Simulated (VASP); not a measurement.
A run of VASP 6.6.1 is set up as follows.

File INCAR:

```
ALGO = Normal ; EDIFF = 1E-7
EDIFFG = -0.01 ; ENCUT = 600
GGA = CA ; IBRION = 2
ISIF = 2 ; ISMEAR = 1
LASPH = T ; LCHARG = F
LREAL = F ; LWAVE = F
NELM = 80 ; NSW = 40
PREC = Accurate ; SIGMA = 0.1
```

The input KPOINTS:

```
k-points
0
Gamma
  14 14 14
```

POSCAR

```
Bi                                      
1.0
   -1.9021852641      1.9021852641      1.9021852641
    1.9021852641     -1.9021852641      1.9021852641
    1.9021852641      1.9021852641     -1.9021852641
  Bi            
     1
Direct
     0.0000000000000000    0.0000000000000000    0.0000000000000000
```

Potentials or basis: VASP PAW LDA potentials, release 64 (Bi_d).

Launch:

```console
$ cat potpaw_LDA.64/Bi_d/POTCAR > POTCAR
$ mpirun -np 1 vasp_std > vasp.out
```

(1) Predict the band gap on the k mesh.

## Answers

(1) none (metal or under the smearing width).

Caveat: the relaxation stopped at its first step, so nothing moved; spin-orbit coupling is left out, which moves the levels of the heavy elements.
